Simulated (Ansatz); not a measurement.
Optical constants of Al₂Cu

These are results of DFT PBEsol, scalar-relativistic, plane waves, PAW (Ansatz 0.2.0), not measurements. Cutoff 420 eV, 14×14×14 k-points (Γ-centred), Fermi-Dirac smearing of 0.15 eV. No spin polarisation.

Equilibrium structure at this level:
```
Al Cu
1.0
    -2.02507    2.02507    2.86389
     2.02507   -2.02507    2.86389
     2.02507    2.02507   -2.86389
Al Cu
2 1
Direct
  0.75000 0.25000 0.50000
  0.25000 0.75000 0.50000
  0.50000 0.50000 0.00000
```

In a metal these results depend on the k mesh and the smearing.

Independent-particle response (no local fields, no excitons) on a 24×24×24 mesh, broadened by 0.1 eV; the Drude term is undamped and its weight carries the smearing above, which sets much of it in a semimetal. The run couldn't bound its error over part or most of this range, so small peaks and near ties are unsure. Light polarised along z. ε₁ lacks the small share of bands above those solved.

Q: Tabulate n, κ, the reflectivity and the absorption coefficient against photon energy.

A:
```csv
E (eV),n,κ,R,α (10⁵ cm⁻¹)
0.1,0.35,79.50,1.00,8.06
0.6,0.93,13.17,0.98,8.01
1.1,0.26,6.58,0.98,7.33
1.6,0.70,2.55,0.70,4.14
2.1,4.53,1.23,0.44,2.62
2.6,4.08,5.49,0.71,14.48
3.1,1.72,4.39,0.74,13.80
3.6,1.43,3.78,0.72,13.80
4.1,1.05,3.30,0.72,13.73
4.6,0.83,2.92,0.72,13.60
5.1,0.71,2.55,0.70,13.17
5.6,0.66,2.25,0.66,12.79
6.1,0.66,2.03,0.62,12.57
6.6,0.67,1.90,0.58,12.70
7.1,0.64,1.83,0.58,13.19
7.6,0.47,1.69,0.62,13.04
8.1,0.49,1.50,0.56,12.32
8.6,0.45,1.43,0.57,12.42
9.1,0.47,1.31,0.52,12.05
9.6,0.46,1.23,0.49,11.92
10.1,0.45,1.16,0.48,11.85
10.6,0.45,1.07,0.45,11.51
11.1,0.44,1.03,0.43,11.53
11.6,0.43,0.97,0.43,11.44
```

Q: Where is the highest local maximum of ε₂ between 0.3 and 12 eV?

A: At 2.4 eV, where ε₂ = 49.7.

Cost: 1 run of about 2.3 core-minutes, on Intel Xeon Platinum 8375C (Ice Lake) (shared hosts).